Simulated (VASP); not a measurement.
Here is a VASP 6.6.1 calculation.

INCAR

```
ALGO = Normal
DIPOL = 0.5 0.5 0.500
EDIFF = 1E-6
ENCUT = 520
GGA = PS
ICORELEVEL = 1
IDIPOL = 3
ISIF = 2
ISMEAR = 1
KPAR = 2
LASPH = True
LCHARG = False
LDIPOL = True
LREAL = False
LVACPOTAV = True
LVHAR = True
LWAVE = False
NBANDS = 38
NELM = 80
PREC = Accurate
SIGMA = 0.1
```

File KPOINTS:

```
k-points
0
Gamma
  15 15 1
```

POSCAR

```
Ti                                      
1.0
    2.9020997200      0.0000000000      0.0000000000
   -1.4510501400      2.5132922400      0.0000000000
    0.0000000000      0.0000000000     24.1500280000
  Ti            
     5
Direct
     0.3333330000000032    0.6666659999999993    0.3146919896455504
     0.6666669999999968    0.3333340000000007    0.4027737440696211
     0.3333330000000032    0.6666659999999993    0.5000000000000000
     0.6666669999999968    0.3333340000000007    0.5972262559303788
     0.3333330000000032    0.6666659999999993    0.6853080103544495
```

Potentials or basis: VASP PAW PBE potentials, release 64 (Ti_sv).

Command:

```console
$ cat potpaw_PBE.64/Ti_sv/POTCAR > POTCAR
$ mpirun -np 2 vasp_std > vasp.out
```

**Question.** Predict the largest force.

**Answer.** 0.016 eV/Å.

**Question.** What does it give for the work function of the upper face?

**Answer.** 4.54 eV.

**Question.** Predict the work function of the lower face.

**Answer.** 4.54 eV.

Forces in eV/Å, atoms in the order of the input:
```
Ti   0.000  0.000 -0.002
Ti   0.000  0.000  0.016
Ti   0.000  0.000  0.000
Ti   0.000  0.000 -0.016
Ti   0.000  0.000  0.002
```

Caveat: the PAW data sets were made with another functional, which shifts forces and pressure a little.
